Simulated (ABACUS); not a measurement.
The system is Cl.

```
CELL_PARAMETERS angstrom
3.14500 -2.25000 0.00000
3.14500 2.25000 0.00000
0.00000 0.00000 8.21000
ATOMIC_POSITIONS crystal
Cl 0.37000 0.63000 0.40000
Cl 0.13000 0.87000 0.90000
Cl 0.63000 0.37000 0.60000
Cl 0.87000 0.13000 0.10000
```

Base run:

```yaml
Program: ABACUS 3.10.1
Functional: LDA
Potentials_or_basis: SG15 ONCV 1.2 PBE
Cutoff: 816 eV
Density_cutoff: 3265 eV
Basis: plane waves
k_mesh: 5 × 5 × 3
Occupations: fermi-dirac, width 0.05 eV
Spin: no spin polarisation
```

Its results: band gap on the k mesh 2.38 eV, indirect (least direct gap 2.43 eV); pressure -1.6 GPa; largest force 0.311 eV/Å.

Problem. After a change of settings the same cell gave: band gap on the k mesh 2.81 eV, indirect (least direct gap 2.87 eV); pressure -0.3 GPa; largest force 0.111 eV/Å. Which change was it?
A. functional from LDA to BLYP
B. functional from LDA to r2SCAN; cutoff from 816 eV to 939 eV; density cutoff from 3265 eV to 3755 eV; k mesh from 5 × 5 × 3 to 4 × 4 × 3
C. functional from LDA to PW91
D. functional from LDA to PBE

Solution. B.

Caveats: some runs use coarse meshes; the potentials were made for another functional, which shifts forces and pressure; an odd mesh through Γ misses points on the zone boundary, where band edges often lie.

Not every run made on this cell is shown here.
